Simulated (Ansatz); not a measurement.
# CdTe: the cost of one run

Program: Ansatz 0.2.0. Level of theory: DFT PBE, scalar-relativistic, plane waves, PAW. These are calculated values, not measurements.

The COD entry's cell or inner coordinates are ideal or old and differ from later refinements, so a difference from it is no clean test against experiment.

3 further runs of the same task are left out: 3 set aside as unsound or not needed.

## Step 1: The structure to begin with

It takes space group F-43m (No. 216, cubic). Conventional cell: a = 6.617 Å, b = 6.617 Å, c = 6.617 Å, α = 90.00°, β = 90.00°, γ = 90.00°. Cd (site symmetry -43m) is surrounded by 4 Te at 2.87 Å. Around Te (site symmetry -43m) lie 4 Cd at 2.87 Å.

Coordinates:

```
Cd Te
1.0
     0.00000    3.30869    3.30869
     3.30869    0.00000    3.30869
     3.30869    3.30869    0.00000
Cd Te
1 1
Direct
  0.00000 0.00000 0.00000
  0.75000 0.75000 0.75000
```

This cell was relaxed beforehand with the same method: volume 36.22 Å³/atom, gap on the mesh 0.59 eV.

## Step 2: Plan of the scan

The energy is mapped over volume and the cell's shape.

- volume per atom: 5 values from 31.88 to 40.57 Å³
- c/a of the conventional cell: 5 values from 0.834 to 1.200

Nothing else is relaxed (symmetry fixes all fractional coordinates). Energies count from the relaxed crystal. Points are written as (first, second).

## Step 3: Point (36.22 Å³, 1.200)

File input.yaml:

```yaml
crystal:
  lattice:
    - [0.0, 3.7354817668, 3.1139394522]
    - [3.1139394522, 0.0, 3.1139394522]
    - [3.1139394522, 3.7354817668, 0.0]
  atoms:
    - { symbol: Cd, position: [0.0, 0.0, 0.0] }
    - { symbol: Te, position: [0.75, 0.75, 0.75] }
basis:
  ecutwfc: 420
kpoints:
  mp_grid: { grid: [10, 10, 10] }
hamiltonian:
  xc: pbe
scf:
  occupations: { method: gaussian, width: 0.05 }
output:
  forces: true
  stress: true
  eigenvalues: true
```

The run is started by

```bash
$ ansatz run input.yaml --threads 1 --pin off --max-ram 2048MiB --backend cpu --events-out ev --progress --plain --runs-dir out
```

Q: Estimate wall time and peak memory on 1 thread of Arm Neoverse V2, shared host.

About 11 s, with a peak of 0.44 GiB.
